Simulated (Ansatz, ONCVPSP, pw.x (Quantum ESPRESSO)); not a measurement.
Equation-of-state test of one ONCV potential (Zr (Z = 40))

```json
{"Element": "zirconium (Zr)", "Generator": "ONCVPSP 4.0.1.1 (patched build)", "Type": "optimised norm-conserving Vanderbilt (ONCV)", "Functional": "PBE", "Relativity": "scalar-relativistic", "Frozen core": "[Ar] 3d10", "Valence charge": "12", "Reference configuration": "4s2 4p6 4d2 5s2", "Partial waves": "4s+5s: rc 2.20 bohr, ncon 3, nbas 6, qcut 4.6 1/bohr, 2 projectors; 4p: rc 1.75 bohr, ncon 3, nbas 7, qcut 6.7 1/bohr, 2 projectors, debl 3.2 Ha; 4d: rc 2.15 bohr, ncon 3, nbas 7, qcut 6.9 1/bohr, 2 projectors, debl 2.7 Ha", "Local potential": "polynomial inside 1.25 bohr (lpopt 5, dvloc0 3 Ha)", "Core correction": "Teter function fitted to the true core (icmod 2), fcfact 0.6"}
```

Crystal test: fcc Zr in pw.x 7.5, no spin, 13³ k-points, Fermi–Dirac smearing 0.01 Ry, cutoffs 50/200 Ry. The reference is all-electron LAPW (Ansatz 0.2.0) with the same functional, mesh and smearing; V0 and B0 come from Birch–Murnaghan fits to the pressures at five volumes. Errors are pseudo minus all-electron; Δ is the rms difference of the E(V) curves that follow from these fits, minima aligned, over ±6 % about the mean V0. Mesh and smearing are coarse, so the numbers serve the comparison and aren't converged zero-temperature values; the lattice is a test structure that the element need not adopt.

| V (Å³/atom) | P all-electron (GPa) | P pseudo (GPa) |
| --- | --- | --- |
| 22.068 | 5.32 | 5.45 |
| 22.648 | 2.68 | 2.79 |
| 23.229 | 0.31 | 0.41 |
| 23.810 | -1.83 | -1.73 |
| 24.390 | -3.75 | -3.66 |

All-electron: a0 = 4.534 Å (V0 = 23.31 Å³/atom), B0 = 89.0 GPa.

Pseudopotential: mean pressure error (GPa): +0.11; a0 (Å): 4.536; a0 error (%): +0.04; B0 error (%): +0.1; Δ (meV/atom): 0.5.

Problem. At the middle volume, how do free energy and pressure move when the wave cutoff is lowered (ecutrho kept at four times it)?

Solution.

```
cutoff (Ry)  shift of F (meV/atom)  shift of P (GPa)
         22                 +266.9             +0.10
         30                  +73.4             -2.26
         40                   +3.9             -0.26
```

The run at the middle volume (84 k-points, 8 iterations) took about 13 s on one core of a shared host (Neoverse-V2, 32 threads, 247 GiB, load 18).
